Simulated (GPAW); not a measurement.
Crystal: BP.

```
CELL_PARAMETERS angstrom
3.20885 0.00000 0.00000
1.60443 2.77895 0.00000
1.60443 0.92632 2.62002
ATOMIC_POSITIONS crystal
P 0.75000 0.75000 0.75000
B 0.00000 0.00000 0.00000
```

Base run:

| Property | Result |
| --- | --- |
| Program | GPAW 26.7.0 |
| Functional | optPBE-vdW |
| Potentials or basis | GPAW PAW data sets (gpaw-data 1.2.1) |
| Cutoff | 800 eV |
| Basis | pw |
| k mesh | 10 × 10 × 10 |
| Occupations | fermi-dirac, width 0.05 eV |
| Spin | no spin polarisation |

Its results: band gap on the k mesh 1.39 eV, indirect (least direct gap 3.48 eV).

Problem. The run is repeated on the same cell with these changes: functional from optPBE-vdW to MS2. What comes out?

Solution. Band gap on the k mesh 1.73 eV, indirect (least direct gap 4.21 eV).

Not every run made on this cell is shown here.
